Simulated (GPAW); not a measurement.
Runs of GPAW 26.7.0 on GaAs. Symmetry: F-43m, No. 216, cubic system. Conventional cell: a = 5.654 Å, b = 5.654 Å, c = 5.654 Å, α = 90.00°, β = 90.00°, γ = 90.00°. As (site symmetry -43m) is surrounded by 4 Ga at 2.45 Å. Ga (site symmetry -43m) has 4 As at 2.45 Å as nearest neighbours. 

```tsv
task	level	potentials or basis	spin	cell	optimizer	fmax	max steps	convergence	eigensolver	gap on the mesh (eV)	pressure (GPa)	relaxed volume (Å³/atom)
relaxation of cell and atoms	RPBE+D3(BJ)	the program's PAW data sets (release 1.2.1) made for this functional, pw	off	relaxed	BFGS	0.02 eV/Å	40	density=1e-05 forces=0.0001	-	1.21	0.0	21.19
relaxation of cell and atoms	BLYP+D3(BJ)	PAW data sets generated in the run's folder for this functional, pw	off	relaxed	BFGS	0.01 eV/Å	100	density=1e-05 forces=0.0001	davidson	0.24	0.1	23.16
relaxation of cell and atoms	RPBE+D4	the program's PAW data sets (release 1.2.1) made for this functional, pw	off	relaxed	BFGS	0.01 eV/Å	60	density=1e-05 forces=0.0001	-	0.71	0.0	-
band structure	MS2	GPAW PAW data sets (gpaw-data 1.2.1), pw	SOC, no magnetisation	as given	-	-	-	-	-	0.87	1.4	-
band structure	mBEEF	GPAW PAW data sets (gpaw-data 1.2.1), pw	SOC, no magnetisation	as given	-	-	-	-	-	0.88	(b)	-
relaxation of cell and atoms	PBEsol+D3(BJ)	PAW data sets generated in the run's folder for this functional, pw	off	relaxed	LBFGS	0.05 eV/Å	60	density=1e-05 forces=0.0001	-	(c)	0.0	22.35
relaxation of cell and atoms	revPBE+D3(BJ)	the program's PAW data sets (release 1.2.1) made for this functional, pw	off	relaxed	BFGS	0.02 eV/Å	40	density=1e-05 forces=0.0001	-	0.58	0.0	(a)
relaxation of cell and atoms	BLYP+D4	PAW data sets generated in the run's folder for this functional, pw	off	relaxed to 10 GPa	LBFGS	0.02 eV/Å	100	density=1e-05 forces=0.0001	davidson	1.15	9.9	-
relaxation of cell and atoms	PBEsol+D4	PAW data sets generated in the run's folder for this functional, pw	off	relaxed	BFGS	0.02 eV/Å	100	density=1e-05 forces=0.0001	-	0.54	0.0	22.50
relaxation of cell and atoms	revPBE+D4	the program's PAW data sets (release 1.2.1) made for this functional, pw	off	relaxed	BFGS	0.02 eV/Å	100	density=1e-05 forces=0.0001	-	(d)	0.0	22.73
```

Alike in all rows: k mesh 8 × 8 × 8; cutoff (eV) 600; smearing fermi-dirac 0.05 eV.

**Question.** Estimate the missing entries.

**Answer.** (a) 22.87; (b) 1.3; (c) 0.60; (d) 0.63.

Caveats: later steps reuse the first step's grids (some runs); spin-orbit coupling was added after a scalar SCF, so levels and gaps hold it while energy, forces, pressure and moments don't (some runs); this program's spin-orbit splittings come out too wide for heavy elements (some runs); the PAW data sets were made with another functional, which shifts forces and pressure a little (some runs); the relaxation stopped at its first step, so nothing moved (some runs).

A k mesh can miss the band edges, and rows without SOC leave out spin-orbit coupling on As, Ga.

Runs at the PBE level aren't shown here.
